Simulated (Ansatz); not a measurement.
**Ge (sc type): how the settings move a single-point run**

Question: which choices in the input matter for Ge (sc type)?

Computed with Ansatz 0.2.0 (reference: DFT, PBE, PAW with Ansatz's default frozen-core files, scalar-relativistic, unless a step's input says otherwise).

### Step 1. Starting point

It takes space group Pm-3m (No. 221, cubic). The conventional cell has a = 2.636 Å, b = 2.636 Å, c = 2.636 Å, α = 90.00°, β = 90.00°, γ = 90.00°. Ge (site symmetry m-3m) is surrounded by 6 Ge at 2.64 Å.

As a file:

```xyz
1
Lattice="2.6360 0.0000 0.0000 0.0000 2.6360 0.0000 0.0000 0.0000 2.6360" Properties=species:S:1:pos:R:3 pbc="T T T"
Ge    0.0000    0.0000    0.0000
```

### Step 2. The reference run

input.yaml

```yaml
crystal:
  lattice:
    - [2.6360319008, 0.0, 0.0]
    - [0.0, 2.6360319008, 0.0]
    - [0.0, 0.0, 2.6360319008]
  atoms:
    - { symbol: Ge, position: [0.0, 0.0, 0.0] }
kpoints:
  mp_grid: { grid: [15, 15, 15] }
scf:
  occupations: { method: fermi_dirac, width: 0.08 }
hamiltonian:
  xc: pbe
  pseudopotentials: { kind: paw }
output:
  forces: true
  stress: true
  eigenvalues: true
  populations: true
  write_density: true
  write_potential: true
  elf: true
  volumetric_format: npy
```

On the command line:

```console
$ ansatz run input.yaml --threads 1 --pin off --max-ram 2048MiB --backend cpu --events-out ev --progress --plain --runs-dir out
```

Excerpt of the output:

```text
[...]
Basis set: ecut = 420 eV, 365 PW (Γ), exchange–correlation on 36×36×36 points (8 copies of the dense FFT grid, shifted against one another)
[...]
k-points: 120 of 3375
[...]
SCF iter   1: F=—  HF=-4294.710236 eV  |F-HF|=—  |Δ(HF+E_count)|=         —  Δρ=1.33e-3  dr2=2.64e-4  ethr=1.77e-3  ⟨swp⟩=5.1  Hψ=7700  notcnv=0
preconditioner: auto → none  [metal: Δε(μ)=0.008 eV  Ē_g=27.675 eV  σ=0.080 eV  W_gap=0.03  n_scr=6 (ndim 8)  ℏωp=32.5 eV  f_vac=0.000  D(μ)=0.55/eV (n_scr^D=0)  sad-step TF]
SCF iter   2: F=—  HF=-4294.710151 eV  |F-HF|=—  |Δ(HF+E_count)|=   8.50e-5  Δρ=9.78e-4  dr2=1.55e-4  ethr=1.88e-6  ⟨swp⟩=1.6  Hψ=2361  notcnv=0
[...]
SCF iter   6: F=—  HF=-4294.710287 eV  |F-HF|=—  |Δ(HF+E_count)|=   9.94e-7  Δρ=5.07e-5  dr2=2.41e-7  ethr=7.55e-9  ⟨swp⟩=2.0  Hψ=1910  notcnv=0
SCF iter   7: F=-4294.710286 eV  HF=-4294.710286 eV  |F-HF|=4.30e-8  |Δ(HF+E_count)|=   2.55e-7  Δρ=1.40e-5  dr2=1.73e-8  ethr=7.14e-10  ⟨swp⟩=8.1  Hψ=8084  notcnv=0
[...]
SCF converged after 7 iterations
Free energy (F): -4294.710286 eV
[...]
E sigma→0 (E₀):  -4294.704752 eV
[...]
Fermi energy:    11.222275 eV
[...]
  P = ⅓ Tr σ = 6.7331 GPa (67.331 kbar)
[...]
```

It took 5.6 s on 1 thread of AMD EPYC 7R43 (Zen 3), shared host; peak memory 0.35 GiB.

### Step 3. Changing settings: occupations.method tetrahedron, dispersion d3bjatm, width left out

input.yaml

```yaml
crystal:
  lattice:
    - [2.6360319008, 0.0, 0.0]
    - [0.0, 2.6360319008, 0.0]
    - [0.0, 0.0, 2.6360319008]
  atoms:
    - { symbol: Ge, position: [0.0, 0.0, 0.0] }
kpoints:
  mp_grid: { grid: [15, 15, 15] }
scf:
  occupations: { method: tetrahedron }
hamiltonian:
  xc: pbe
  pseudopotentials: { kind: paw }
  dispersion: d3bjatm
output:
  forces: true
  stress: true
  eigenvalues: true
  populations: true
```

On the command line:

```console
$ ansatz run input.yaml --threads 1 --pin off --max-ram 2048MiB --backend cpu --events-out ev --progress --plain --runs-dir out
```

Output:

```text
Warning: output.forces, output.stress, relax.cell or npt_langevin: where a Kohn–Sham band that disperses or a degenerate level is filled in part under the method tetrahedron, the forces or the stress that this run publishes need not agree with its energy (scf.occupations.method in the input reference, under Limitations); prefer a smearing scheme for the forces or the stress
Engine: ansatz 0.2.0
Pseudopotentials: kind: paw
Pseudopotential: Ge, paw, valence charge 14, recommended cutoff 420 eV (normal)
Functional definition: PBE
  parameter kappa = 0.804
  parameter beta = 0.06672455060314922
  exchange = pbe_x(kappa = kappa, mu = beta*pi^2/3)
  correlation = pbe_c(beta = beta)
Crystal: 1 atoms, lattice volume = 18.317 Å³
Basis set: ecut = 420 eV, 365 PW (Γ), exchange–correlation on 36×36×36 points (8 copies of the dense FFT grid, shifted against one another)
Bands: 11, of which v1, the nominal top of the filled ones, is band 7 counted from 1 (6 counted from 0)
Symmetry: 48 space group operations
Space group: Pm-3m (ITA 221), of the structure as read, at distance tolerance 2.6e-5 Å
k-points: 120 of 3375
Non-local potential: Ge, projectors of the file, l = 0: 2, l = 1: 2, l = 2: 3, l = 3: 1
PAW form: soft (Blöchl's): semilocal exchange-correlation on the pseudo side does not see the compensation charge
PAW one-centre angular grid: Ge, 590 points (default); XC on 64 Gauss nodes
Initial density: superposition of atomic densities (neutral atoms: chi_scale 0, normalization atom), corrected by the library's trained network
Initial wavefunctions: pseudopotential atomic-orbital guess
Functional: x = pbe(κ = 0.804, μ = 0.2195149727645171), c = pbe(β = 0.06672455060314922)
SCF iter   1: F=—  HF=-4295.052526 eV  |F-HF|=—  |Δ(HF+E_count)|=         —  Δρ=1.03e-3  dr2=1.50e-4  ethr=1.77e-3  ⟨swp⟩=6.0  Hψ=7685  notcnv=0
preconditioner: auto → none  [metal: no gap  n_scr=6 (ndim 8)  ℏωp=32.5 eV  f_vac=0.000  sad-step TF]
SCF iter   2: F=—  HF=-4295.052427 eV  |F-HF|=—  |Δ(HF+E_count)|=   9.91e-5  Δρ=7.38e-4  dr2=8.51e-5  ethr=1.07e-6  ⟨swp⟩=2.1  Hψ=3003  notcnv=0  defer=10
SCF iter   3: F=—  HF=-4295.052586 eV  |F-HF|=—  |Δ(HF+E_count)|=   1.59e-4  Δρ=3.66e-4  dr2=1.38e-5  ethr=6.08e-7  ⟨swp⟩=2.1  Hψ=2628  notcnv=0  defer=10
SCF iter   4: F=—  HF=-4295.052577 eV  |F-HF|=—  |Δ(HF+E_count)|=   9.30e-6  Δρ=1.59e-4  dr2=1.77e-6  ethr=9.84e-8  ⟨swp⟩=2.0  Hψ=2625  notcnv=0  defer=10
SCF iter   5: F=—  HF=-4295.052574 eV  |F-HF|=—  |Δ(HF+E_count)|=   2.14e-6  Δρ=2.56e-5  dr2=7.01e-8  ethr=7.14e-10  ⟨swp⟩=3.1  Hψ=5557  notcnv=0
SCF iter   6: F=-4295.052575 eV  HF=-4295.052575 eV  |F-HF|=1.86e-8  |Δ(HF+E_count)|=   3.58e-7  Δρ=8.21e-6  dr2=6.66e-9  ethr=5.00e-10  ⟨swp⟩=4.0  Hψ=3973  notcnv=0
SCF 1 converged in 6 iterations: F = -4295.052575 eV  dr2 = 6.66e-9
SCF converged after 6 iterations
Stability not checked: this state was not tested for a lower state beside it, because cold or Methfessel-Paxton smearing, or corrected tetrahedra, fill the levels in a way that the test cannot read (fill_not_monotonic; see scf.lower_state_search)
Free energy (F): -4295.052575 eV
Harris-Foulkes:  -4295.052575 eV  (|F-HF|=1.86e-8)
Internal energy: -4295.052523 eV  (E = F + TS)
E sigma→0 (E₀):  -4295.052575 eV
Entropy (-TS):   -0.000052 eV (-0.052 meV/atom)
Fermi energy:    11.257285 eV
--- Per-component energies (eV) ---
  E_band       = -109.610792
  E_kinetic    = 111.661941
  E_local      = -2157.233369  (includes V_loc(G=0)·N_el)
  E_nonlocal   = 417.021055
  E_hartree    = 946.925804
  E_xc         = -76.016964
  E_vxc        = -65.178203  (∫ρ·V_xc dr)
  E_paw        = -2018.155008  (= ΣΔE_a)
  E_vpaw       = -309.739008  (= ΣTr[D̂ρ^β])
  E_aug_tail   = 0.000233  (compensation charges beyond the density's cutoff)
  E_ewald      = -1518.910156
  E_disp       = -0.346059  (pairwise vdW)
  E_smearing   = -0.000052  (= −TS)
  E_closure    = 0.000000  (closes the sum)
  Σ components = -4295.052575   (vs F -4295.052575, Δ=0.00e0)
--- Forces (eV/Å), atoms counted from 1 ---
  atom   1  Ge    -0.00000000     0.00000000    -0.00000000
  max |Σ_I F_I| component: 1.31e-31 eV/Å
--- Stress (GPa, compression-positive) ---
        3.707400       0.000000       0.000000
       -0.000000       3.707400       0.000000
        0.000000      -0.000000       3.707400
  P = ⅓ Tr σ = 3.7074 GPa (37.074 kbar)
--- Band table (eV; the first three rows and the last of 120) ---
  k-point 0: bands = ["-13.4944", "-13.4944", "-13.1861", "-13.1861", "-13.1861", "-2.1714", "18.2991", "18.2991", "18.2991", "21.5381", "21.5381"]
  k-point 1: bands = ["-13.4937", "-13.4841", "-13.1896", "-13.1896", "-13.1858", "-2.0783", "16.8767", "18.3906", "18.3906", "21.6194", "22.6331"]
  k-point 2: bands = ["-13.4915", "-13.4550", "-13.1996", "-13.1996", "-13.1849", "-1.7991", "14.5833", "18.6611", "18.6611", "21.8619", "23.5990"]
  k-point 119: bands = ["-13.3669", "-13.3665", "-13.3665", "-13.0930", "-13.0930", "10.2580", "11.5904", "11.5904", "12.6820", "18.1037", "18.3265"]
--- Löwdin populations: 1 site ---
  site symbol       q [e]
     0     Ge     13.9761
  spilling = 0.001708 (of n_electrons = 14.000000)
```

Wall time 3.2 s (1 thread of AMD EPYC 7R43 (Zen 3), shared host); peak memory 0.34 GiB.

The energy moves by -347.8 meV/atom, nearly all of it the dispersion term itself (-346.1 meV/atom); that offset belongs to the model and is no gain or loss of stability; the pressure goes from 6.7 to 3.7 GPa.

### Step 4. Side by side

```csv
run,ending,energy change,pressure (GPa),gap (eV),force (eV/Å),cycles,time
reference,converged,0,6.7,0.00,0.00,7,5.6 s
"1: occupations.method tetrahedron, dispersion d3bjatm, width left out",converged,-347.8 meV/atom (σ→0) (offset of the dispersion model),3.7,0.00,0.00,6,3.2 s
```

Times don't compare one to one where runs were asked for different outputs or read a saved state (see the inputs); cycles may leave out searches for a lower state.

Residual by cycle in the longest SCF loop of each run; runs are numbered as in the table. The quantity is the density residual dr2, in eV.

```csv
cycle,reference,run 1
1,2.6e-4,1.5e-4
2,1.5e-4,8.5e-5
3,2.1e-5,1.4e-5
4,2.4e-6,1.8e-6
5,1.1e-6,7.0e-8
6,2.4e-7,6.7e-9
7,1.7e-8,-
```

The energy moves by -347.8 meV/atom, nearly all of it the dispersion term itself (-346.1 meV/atom); that offset belongs to the model and is no gain or loss of stability; the pressure goes from 6.7 to 3.7 GPa.
